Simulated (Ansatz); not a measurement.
## Calculated with Ansatz: MoSe$_{2}$, vacancy hop by nudged elastic band

input.yaml:

```yaml
crystal:
  lattice:
    - [3.29517, 5.7074, 0.0]
    - [-3.29517, 5.7074, 0.0]
    - [0.0, 0.0, 12.928132]
  atoms:
    - { symbol: Se, position: [0.16432586, 0.16838699, 0.62509851] }
    - { symbol: Se, position: [0.33464829, 0.33406581, 0.12532124] }
    - { symbol: Se, position: [0.16319094, 0.17030826, 0.87553024] }
    - { symbol: Se, position: [0.32874786, 0.33576838, 0.37554621] }
    - { symbol: Mo, position: [0.16445942, 0.16666309, 0.24973394] }
    - { symbol: Mo, position: [0.33745602, 0.32975079, 0.74852255] }
    - { symbol: Se, position: [0.1662538, 0.67278128, 0.62482876] }
    - { symbol: Se, position: [0.33797909, 0.8307508, 0.12438535] }
    - { symbol: Se, position: [0.16695596, 0.67308016, 0.87361166] }
    - { symbol: Se, position: [0.33589176, 0.82983917, 0.37541024] }
    - { symbol: Mo, position: [0.16267844, 0.66813858, 0.24839617] }
    - { symbol: Mo, position: [0.33760069, 0.83332001, 0.75005974] }
    - { symbol: Se, position: [0.66796096, 0.1662831, 0.62539337] }
    - { symbol: Se, position: [0.66033549, 0.16879892, 0.87685435] }
    - { symbol: Se, position: [0.82797245, 0.33737635, 0.37464909] }
    - { symbol: Mo, position: [0.67032974, 0.16231492, 0.25189041] }
    - { symbol: Mo, position: [0.83024087, 0.33630613, 0.74913713] }
    - { symbol: Se, position: [0.67296401, 0.66299648, 0.62340169] }
    - { symbol: Se, position: [0.83321943, 0.83353363, 0.12504748] }
    - { symbol: Se, position: [0.66781959, 0.66243725, 0.87591254] }
    - { symbol: Se, position: [0.82731697, 0.83539499, 0.3739317] }
    - { symbol: Mo, position: [0.67217283, 0.66690083, 0.24933154] }
    - { symbol: Mo, position: [0.83681405, 0.82640802, 0.75027017] }
kpoints:
  mp_grid: { grid: [3, 3, 1] }
magnetization:
  spin_polarized: false
scf:
  occupations: { method: gaussian, width: 0.1 }
hamiltonian:
  pseudopotentials: { kind: paw }
  xc: pbe
basis:
  ecutwfc: 420
neb:
  images: 5
  relax_end_points: true
  climbing: true
  f_tol: 0.1
  max_iterations: 40
  order_check: false
  final_atoms:
    - { symbol: Se, position: [0.16432586, 0.16838699, 0.62509851] }
    - { symbol: Se, position: [0.33464829, 0.33406581, 0.12532124] }
    - { symbol: Se, position: [0.16319094, 0.17030826, 0.87553024] }
    - { symbol: Se, position: [0.32874786, 0.33576838, 0.37554621] }
    - { symbol: Mo, position: [0.16445942, 0.16666309, 0.24973394] }
    - { symbol: Mo, position: [0.33745602, 0.32975079, 0.74852255] }
    - { symbol: Se, position: [0.1662538, 0.67278128, 0.62482876] }
    - { symbol: Se, position: [0.33797909, 0.8307508, 0.12438535] }
    - { symbol: Se, position: [0.16695596, 0.67308016, 0.87361166] }
    - { symbol: Se, position: [0.33589176, 0.82983917, 0.37541024] }
    - { symbol: Mo, position: [0.16267844, 0.66813858, 0.24839617] }
    - { symbol: Mo, position: [0.33760069, 0.83332001, 0.75005974] }
    - { symbol: Se, position: [0.66796096, 0.1662831, 0.62539337] }
    - { symbol: Se, position: [0.66033549, 0.16879892, 0.87685435] }
    - { symbol: Se, position: [0.82797245, 0.33737635, 0.37464909] }
    - { symbol: Mo, position: [0.67032974, 0.16231492, 0.25189041] }
    - { symbol: Mo, position: [0.83024087, 0.33630613, 0.74913713] }
    - { symbol: Se, position: [0.67296401, 0.66299648, 0.62340169] }
    - { symbol: Se, position: [0.83321943, 0.83353363, 0.12504748] }
    - { symbol: Se, position: [0.83174304, 0.33362268, 1.12350886] }
    - { symbol: Se, position: [0.82731697, 0.83539499, 0.3739317] }
    - { symbol: Mo, position: [0.67217283, 0.66690083, 0.24933154] }
    - { symbol: Mo, position: [0.83681405, 0.82640802, 0.75027017] }
```

Launch command:

```bash
ansatz run input.yaml --threads 4 --pin off --max-ram 8192MiB --backend cpu --events-out ev --progress --plain --runs-dir out
```

Origin of the cell: a database entry, scaled a little.

The cell is 2×2×1 cells of MoSe2 with one Se taken out; atom 20 (Se) hops into the empty site, 3.71 Å away before the end points are relaxed. All atoms were shaken by about 0.02 Å first.

Output (shortened):

```
Warning: neb: disabling space-group detection — the band's intermediate images generally break the endpoint symmetry, so no spatial operation reduces the k-mesh or symmetrises the density, ex […]
Pseudopotentials: kind: paw
Pseudopotential: Se, paw, valence charge 16, recommended cutoff 420 eV (normal), Se.paw.azcp
Pseudopotential: Mo, paw, valence charge 14, recommended cutoff 420 eV (normal), Mo.paw.azcp
Functional definition: PBE
  exchange = pbe_x(kappa = kappa, mu = beta*pi^2/3)
  correlation = pbe_c(beta = beta)
parallel-image band execution: 4 concurrent image workers
NEB image 0
Crystal: 23 atoms, lattice volume = 486.275 Å³
Basis set: ecut = 420 eV, 9367 PW (Γ), exchange–correlation on 90×90×180 points (8 copies of the dense FFT grid, shifted against one another)
Bands: 212, of which v1, the nominal top of the filled ones, is band 176 counted from 1 (175 counted from 0)
[… 6 lines left out …]
Initial density: superposition of atomic densities (neutral atoms: chi_scale 0, normalization atom), corrected by the library's trained network
Functional: x = pbe(κ = 0.804, μ = 0.219515), c = pbe(β = 0.066725)
SCF iter   1: F=—  HF=-121697.049919 eV  Δρ=6.39e-3  dr2=1.28e-1  defer=15
SCF iter   2: F=—  HF=-121697.103265 eV  Δρ=3.74e-3  dr2=1.96e-1  defer=126
SCF iter   3: F=—  HF=-121697.117473 eV  Δρ=4.92e-3  dr2=4.23e-1  defer=126
[… 7 lines left out …]
SCF iter  11: F=—  HF=-121697.067666 eV  Δρ=1.73e-5  dr2=9.15e-7  defer=25
SCF iter  12: F=—  HF=-121697.067667 eV  Δρ=7.35e-6  dr2=2.01e-7  defer=25
SCF iter  13: F=-121697.067667 eV  HF=-121697.067667 eV  Δρ=2.73e-6  dr2=5.03e-8
NEB iter   1: max|band force component| = 9.578e-1 eV/Å  barrier→ = 4.0349 eV  barrier← = 4.0349 eV  Δτ_max = 0.2000 Å  (94 SCF iters)
NEB iter   2: max|band force component| = 7.241e-1 eV/Å  barrier→ = 3.7863 eV  barrier← = 3.7863 eV  Δτ_max = 0.2000 Å  (68 SCF iters)
NEB iter   3: max|band force component| = 6.074e-1 eV/Å  barrier→ = 3.6160 eV  barrier← = 3.6160 eV  Δτ_max = 0.2000 Å  (61 SCF iters)
NEB iter   4: max|band force component| = 5.603e-1 eV/Å  barrier→ = 3.5680 eV  barrier← = 3.5680 eV  Δτ_max = 0.0403 Å  (58 SCF iters)
NEB iter   5: max|band force component| = 1.792e-1 eV/Å  barrier→ = 3.5608 eV  barrier← = 3.5608 eV  CI = image 3  Δτ_max = 0.0189 Å  (53 SCF iters)
NEB iter   6: max|band force component| = 4.232e-2 eV/Å  barrier→ = 3.5602 eV  barrier← = 3.5602 eV  CI = image 3  Δτ_max = 0.0000 Å  (48 SCF iters)
--- NEB band (7 images, 6 band iterations, 382 SCF iterations, 75 more in tests of the images' electronic states and relaxations of end points) ---
  forward barrier  = 3.560184 eV
  backward barrier = 3.560177 eV
  lagrangian_above_aufbau_ev (what the smearing adds, to first order; not taken off the barriers): saddle image -0.003456 eV, end points -0.000354 and -0.000352 eV
  climbing image's point = of an order that was not read
  energies are F+E_penalty+E_count in eV, relative to image 0
  image     s (Å)  Δ vs image 0  max|band force component| (eV/Å)
      0    0.0000      0.000000                                 —
      1    1.0272      0.103352                          4.058e-2
      2    2.0540      1.198387                          2.625e-2
  *   3    3.0804      3.560184                          2.091e-2
      4    4.1055      1.202308                          2.400e-2
      5    5.1309      0.103946                          4.232e-2
      6    6.1569      0.000007                                 —
```

The converged band:

| image | path over all atoms (Å) | ΔF (eV) | Se x | y | z (Å) |
| --- | --- | --- | --- | --- | --- |
| 0 | 0.00 | 0.000 | 0.00 | 7.61 | 11.38 |
| 1 | 1.03 | 0.103 | 0.20 | 7.49 | 11.47 |
| 2 | 2.05 | 1.198 | 0.50 | 7.32 | 11.97 |
| 3 | 3.08 | 3.560 | 0.82 | 7.14 | 12.93 |
| 4 | 4.11 | 1.202 | 1.15 | 6.95 | 13.88 |
| 5 | 5.13 | 0.104 | 1.44 | 6.78 | 14.38 |
| 6 | 6.16 | 0.000 | 1.64 | 6.66 | 14.47 |

Highest image (3), forces in eV/Å:

```xyz
23
Lattice="3.295 5.707 0.000 -3.295 5.707 0.000 0.000 0.000 12.928" Properties=species:S:1:pos:R:3:forces:R:3 pbc="T T T" image=3
Se    0.290    1.679    8.202    0.004    0.004   -0.007
Se   -0.306    3.983    1.449    0.002   -0.001    0.013
Se    0.352    1.753   11.486   -0.005    0.009   -0.014
Se   -0.265    3.959    4.744   -0.007    0.004    0.001
Mo   -0.357    2.053    3.076    0.003   -0.002   -0.011
Mo    0.306    3.629    9.818   -0.008    0.005   -0.006
Se   -1.385    4.605    8.180    0.007   -0.004   -0.002
Se   -2.002    6.811    1.438    0.005   -0.008    0.016
Se   -1.344    4.581   11.474   -0.002    0.001   -0.012
Se   -1.940    6.886    4.721   -0.005   -0.003    0.006
Mo   -1.956    4.936    3.106    0.008   -0.004    0.005
Mo   -1.293    6.512    9.848   -0.003    0.002    0.012
Se    1.987    4.618    8.202   -0.001   -0.006   -0.007
Se    1.953    4.526   11.486   -0.011    0.001   -0.014
Se    1.318    6.850    4.733   -0.004    0.002   -0.005
Mo    1.340    4.993    3.076    0.004   -0.001   -0.011
Mo    1.920    6.502    9.906    0.021   -0.012    0.002
Se    0.327    7.421    8.191    0.004   -0.002    0.004
Se   -0.308    9.745    1.438    0.010    0.000    0.016
Se    0.823    7.136   12.926    0.001   -0.001   -0.001
Se   -0.341    9.654    4.721    0.000    0.006    0.006
Mo   -0.275    7.770    3.018   -0.021    0.012   -0.003
Mo    0.305    9.279    9.848   -0.003    0.001    0.012
```

Barrier of this path: 3.56 eV forwards, 3.56 eV backwards, after 6 band iterations.

Caveats: no moments, though an odd count or open d shells may carry them; the k mesh is coarse if the cell is a metal; a small cell with a neutral vacancy and no spin, whose shape can make like sites unlike; the cell is held at a rescaled volume, and strain moves barriers; the hop was drawn among near neighbours and need not be the easiest path; few images and a loose tolerance, and neither the top nor the ends were tested for their order.

The run took 26 min on 4 threads of AMD EPYC 7R43 64-Core Processor (Zen 3), on a shared host, peak memory 4.1 GiB, from the program's own first density.
